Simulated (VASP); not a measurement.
# BaTiO3 (Pm-3m) in VASP: notebook, part 2 of 2

VASP 6.6.1.

## (3) Relaxation of cell and atoms, PBEsol

This run uses another cell than the first one, of 12.64 Å³/atom, 0.983 times its volume.

INCAR reads:

```
SYSTEM = BaTiO3
ALGO = Normal ; EDIFF = 1E-7
EDIFFG = -0.005 ; ENCUT = 600
GGA = PS ; IBRION = 2
ISIF = 3 ; ISMEAR = 0
LASPH = .True. ; LCHARG = .False.
LREAL = .False. ; LWAVE = .False.
NELM = 80 ; NSW = 90
PREC = Accurate ; SIGMA = 0.03
```

KPOINTS reads:

```
k-points
0
Gamma
  8 8 8
  0 0 0
```

POSCAR reads:

```
BaTiO3                                  
1.0
    3.9830828737     -0.0000000000     -0.0000000000
   -0.0000000000      3.9830828737     -0.0000000000
   -0.0000000000      0.0000000000      3.9830828737
  Ba              Ti              O             
     1     1     3
Direct
     0.5000000000000000    0.5000000000000000    0.5000000000000000
     0.0000000000000000    0.0000000000000000    0.0000000000000000
     0.5000000000000000    0.0000000000000000    0.0000000000000000
     0.0000000000000000    0.5000000000000000    0.0000000000000000
     0.0000000000000000    0.0000000000000000    0.5000000000000000
```

Potentials or basis: VASP PAW PBE potentials, release 64 (Ba_sv, Ti_sv, O).

Command:

```sh
$ cat potpaw_PBE.64/Ba_sv/POTCAR potpaw_PBE.64/Ti_sv/POTCAR potpaw_PBE.64/O/POTCAR > POTCAR
$ mpirun -np 1 vasp_std > vasp.out
```

It took 24 s on 1 thread of Intel Xeon 6975P-C (Granite Rapids), shared host; peak memory 0.22 GiB.

Results (log left out):

```
Free energy             : -41.9873 eV
Pressure after relaxing : 0.0 GPa
Band gap on the k mesh  : 1.73 eV, indirect (least direct gap 1.86 eV)
```

Final structure:
```cif
data_structure
_symmetry_space_group_name_H-M 'P 1'
_symmetry_Int_Tables_number 1
_cell_length_a 3.9831
_cell_length_b 3.9831
_cell_length_c 3.9831
_cell_angle_alpha 90.000
_cell_angle_beta 90.000
_cell_angle_gamma 90.000
_cell_volume 63.19
loop_
_atom_site_label
_atom_site_type_symbol
_atom_site_fract_x
_atom_site_fract_y
_atom_site_fract_z
_atom_site_occupancy
Ba1 Ba 0.50000 0.50000 0.50000 1
Ti1 Ti 0.00000 0.00000 0.00000 1
O1 O 0.50000 0.00000 0.00000 1
O2 O 0.00000 0.50000 0.00000 1
O3 O 0.00000 0.00000 0.50000 1
```

Levels at points of the mesh, in eV from the valence-band top:
```tsv
k point	band 17	band 18	band 19	band 20	band 21	band 22	band 23	band 24
(0.00, 0.00, 0.00)	-1.13	-0.13	-0.13	-0.13	1.73	1.73	1.73	4.04
(0.50, 0.00, 0.00)	-1.87	-1.87	-0.72	-0.72	1.90	3.56	3.56	4.05
(0.50, 0.50, 0.00)	-1.74	-0.87	-0.87	-0.09	3.57	3.57	3.99	4.90
(0.50, 0.50, 0.50)	-2.41	0.00	0.00	0.00	4.26	4.26	4.26	6.70
```

Caveat: the relaxation stopped at its first step, so nothing moved; the PAW data sets were made with another functional, which shifts forces and pressure a little; spin-orbit coupling is left out, which moves the levels of the heavy elements.

## (4) Relaxation of cell and atoms, PBE

INCAR reads:

```
ALGO = Normal
EDIFF = 1E-6
EDIFFG = -0.01
ENCUT = 600
GGA = PE
IBRION = 2
ISIF = 3
ISMEAR = 0
LASPH = T
LCHARG = F
LREAL = F
LWAVE = F
NELM = 80
NSW = 90
PREC = Accurate
SIGMA = 0.03
```

KPOINTS reads:

```
k-points
0
Gamma
  8 8 8
```

POSCAR reads:

```
BaTiO3
1.0
    4.0060000000      0.0000000000      0.0000000000
    0.0000000000      4.0060000000      0.0000000000
    0.0000000000      0.0000000000      4.0060000000
Ba Ti O
1 1 3
Direct
    0.5000000000      0.5000000000      0.5000000000
    0.0000000000      0.0000000000      0.0000000000
    0.5000000000      0.0000000000      0.0000000000
    0.0000000000      0.5000000000      0.0000000000
    0.0000000000      0.0000000000      0.5000000000
```

Potentials or basis: VASP PAW PBE potentials, release 64 (Ba_sv, Ti_sv, O).

Command:

```sh
$ cat potpaw_PBE.64/Ba_sv/POTCAR potpaw_PBE.64/Ti_sv/POTCAR potpaw_PBE.64/O/POTCAR > POTCAR
$ mpirun -np 1 vasp_std > vasp.out
```

OUTCAR:

```text
EDIFF = 1E-6
   EDIFFG = -0.01
   ENCUT = 600
   GGA = PE
   IBRION = 2
   ISIF = 3
   ISMEAR = 0
   LASPH = T
   LREAL = F
   NELM = 80
   NSW = 90
   PREC = Accurate

 ion  position               nearest neighbor table
   1  0.500  0.500  0.500-   3 2.83   4 2.83   5 2.83   3 2.83   4 2.83   3 2.83   5 2.83   3 2.83
                             4 2.83   5 2.83   4 2.83   5 2.83   2 3.47   2 3.47   2 3.47   2 3.47
   2  0.000  0.000  0.000-   3 2.00   4 2.00   5 2.00   5 2.00   4 2.00   3 2.00   1 3.47   1 3.47
                             1 3.47   1 3.47   1 3.47   1 3.47   1 3.47   1 3.47
   3  0.500  0.000  0.000-   2 2.00   2 2.00   1 2.83   1 2.83   1 2.83   1 2.83
   4  0.000  0.500  0.000-   2 2.00   2 2.00   1 2.83   1 2.83   1 2.83   1 2.83
   5  0.000  0.000  0.500-   2 2.00   2 2.00   1 2.83   1 2.83   1 2.83   1 2.83

  LATTYP: Found a simple cubic cell.
 ALAT       =     4.0060000000

  Lattice vectors:
[... 272 lines left out ...]
  free energy    TOTEN  =       -39.98998438 eV

  energy without entropy =      -39.98998438  energy(sigma->0) =      -39.98998438

 E-fermi :   3.9027     XC(G=0): -11.1443

 val. band max:        3.6642532723   @ k =   0.5000   0.5000   0.5000
 cond. band min:       5.3661720048   @ k =   0.0000   0.0000   0.0000
 fundamental gap:      1.7019187326
 Fermi energy:         3.9026896506

 k-point     1 :       0.0000    0.0000    0.0000
  band No.  band energies     occupation
      1     -53.0645      2.00000
      2     -29.2642      2.00000
      3     -29.2642      2.00000
      4     -29.2642      2.00000
      5     -21.2006      2.00000
      6     -13.1779      2.00000
[... 637 lines left out ...]
     23       7.3803      0.00000
     24       8.6804      0.00000

 [... further k-points ...]

------------------------ aborting loop because EDIFF is reached ----------------------------------------

  FORCE on cell =-STRESS in cart. coord.  units (eV):
  Direction    XX          YY          ZZ          XY          YZ          ZX
  --------------------------------------------------------------------------------------
  -------------------------------------------------------------------------------------
  Total       -0.0019639     -0.0019639     -0.0019639     -0.0000000      0.0000000     -0.0000000
  in kB       -0.0480051     -0.0480051     -0.0480051     -0.0000000      0.0000000     -0.0000000
  external PRESSURE =      -0.0480051 kB  Pullay stress =       0.0000000 kB
[... 20 lines left out ...]
  FREE ENERGIE OF THE ION-ELECTRON SYSTEM (eV)
  ---------------------------------------------------
  free  energy   TOTEN  =       -39.9899843822 eV

  energy  without entropy=      -39.9899843822  energy(sigma->0) =      -39.98998438

 reached required accuracy - stopping structural energy minimisation
```

CONTCAR:

```text
BaTiO3
   1.00000000000000
     4.0319540223776720   -0.0000000000000000    0.0000000000000000
     0.0000000000000000    4.0319540223776720   -0.0000000000000000
    -0.0000000000000000   -0.0000000000000000    4.0319540223776720
  Ba              Ti              O
     1     1     3
Direct
     0.5000000000000000    0.5000000000000000    0.5000000000000000
     0.0000000000000000    0.0000000000000000    0.0000000000000000
     0.5000000000000000    0.0000000000000000    0.0000000000000000
     0.0000000000000000    0.5000000000000000    0.0000000000000000
     0.0000000000000000    0.0000000000000000    0.5000000000000000

  0.00000000E+00  0.00000000E+00  0.00000000E+00
  0.00000000E+00  0.00000000E+00  0.00000000E+00
  0.00000000E+00  0.00000000E+00  0.00000000E+00
  0.00000000E+00  0.00000000E+00  0.00000000E+00
  0.00000000E+00  0.00000000E+00  0.00000000E+00
```

It took 52 s on 1 thread of Intel Xeon 6975P-C (Granite Rapids), shared host; peak memory 0.23 GiB.

Results:

```
Free energy                            : -39.9900 eV
Relaxed volume                         : 13.11 Å³/atom
Relaxed cell                           : a = 4.032 Å, b = 4.032 Å, c = 4.032 Å, α = 90.00°, β = 90.00°, γ = 90.00°
Space group after relaxing (to 0.05 Å) : Pm-3m (No. 221)
Energy gained by relaxing              : 2.5 meV/atom
Ionic steps                            : 3
Pressure after relaxing                : 0.0 GPa
Band gap on the k mesh                 : 1.70 eV, indirect (least direct gap 1.87 eV)
```

Step by step:
```csv
step,energy change (eV),largest force (eV/Å),pressure (GPa),volume (Å³)
1,0.0000,0.0000,3.27,64.29
2,-0.0016,0.0000,-2.84,66.76
3,-0.0125,0.0000,0.00,65.55
```

Final structure:
```cif
data_structure
_symmetry_space_group_name_H-M 'P 1'
_symmetry_Int_Tables_number 1
_cell_length_a 4.0320
_cell_length_b 4.0320
_cell_length_c 4.0320
_cell_angle_alpha 90.000
_cell_angle_beta 90.000
_cell_angle_gamma 90.000
_cell_volume 65.55
loop_
_atom_site_label
_atom_site_type_symbol
_atom_site_fract_x
_atom_site_fract_y
_atom_site_fract_z
_atom_site_occupancy
Ba1 Ba 0.50000 0.50000 0.50000 1
Ti1 Ti 0.00000 0.00000 0.00000 1
O1 O 0.50000 0.00000 0.00000 1
O2 O 0.00000 0.50000 0.00000 1
O3 O 0.00000 0.00000 0.50000 1
```

Caveat: spin-orbit coupling is left out, which moves the levels of the heavy elements. PBE gaps usually lie below the measured ones, often by a third to a half.

## (5) Relaxation of cell and atoms, PBE

This run uses another cell than the first one, of 13.11 Å³/atom, 1.020 times its volume.

Edit INCAR of step 4 so:

```diff
@@ -1,4 +1,4 @@
 ALGO = Normal
-EDIFF = 1E-6
-EDIFFG = -0.01
+EDIFF = 1E-7
+EDIFFG = -0.005
 ENCUT = 600
```

KPOINTS is that of step 4.

POSCAR reads:

```
BaTiO3                                  
1.0
    4.0319540224     -0.0000000000      0.0000000000
    0.0000000000      4.0319540224     -0.0000000000
   -0.0000000000     -0.0000000000      4.0319540224
  Ba              Ti              O             
     1     1     3
Direct
     0.5000000000000000    0.5000000000000000    0.5000000000000000
     0.0000000000000000    0.0000000000000000    0.0000000000000000
     0.5000000000000000    0.0000000000000000    0.0000000000000000
     0.0000000000000000    0.5000000000000000    0.0000000000000000
     0.0000000000000000    0.0000000000000000    0.5000000000000000
```

Command:

```sh
$ cat potpaw_PBE.64/Ba_sv/POTCAR potpaw_PBE.64/Ti_sv/POTCAR potpaw_PBE.64/O/POTCAR > POTCAR
$ mpirun -np 1 vasp_std > vasp.out
```

It took 25 s on 1 thread of Intel Xeon 6975P-C (Granite Rapids), shared host; peak memory 0.22 GiB.

Results (log left out):

```yaml
Free_energy: -39.9926 eV
Pressure_after_relaxing: 0.0 GPa
Band_gap_on_the_k_mesh: 1.70 eV, indirect (least direct gap 1.87 eV)
```

Final structure:
```
Ba Ti O
1.0
     4.03195    0.00000    0.00000
     0.00000    4.03195    0.00000
     0.00000    0.00000    4.03195
Ba Ti O
1 1 3
Direct
  0.50000 0.50000 0.50000
  0.00000 0.00000 0.00000
  0.50000 0.00000 0.00000
  0.00000 0.50000 0.00000
  0.00000 0.00000 0.50000
```

Levels at points of the mesh, in eV from the valence-band top:
```tsv
k point	band 17	band 18	band 19	band 20	band 21	band 22	band 23	band 24
(0.00, 0.00, 0.00)	-1.06	-0.17	-0.17	-0.17	1.70	1.70	1.70	3.75
(0.50, 0.00, 0.00)	-1.80	-1.80	-0.71	-0.71	1.85	3.38	3.38	3.76
(0.50, 0.50, 0.00)	-1.73	-0.88	-0.88	-0.09	3.38	3.38	3.79	4.58
(0.50, 0.50, 0.50)	-2.41	0.00	0.00	0.00	4.02	4.02	4.02	6.63
```

Caveat: the relaxation stopped at its first step, so nothing moved; spin-orbit coupling is left out, which moves the levels of the heavy elements.
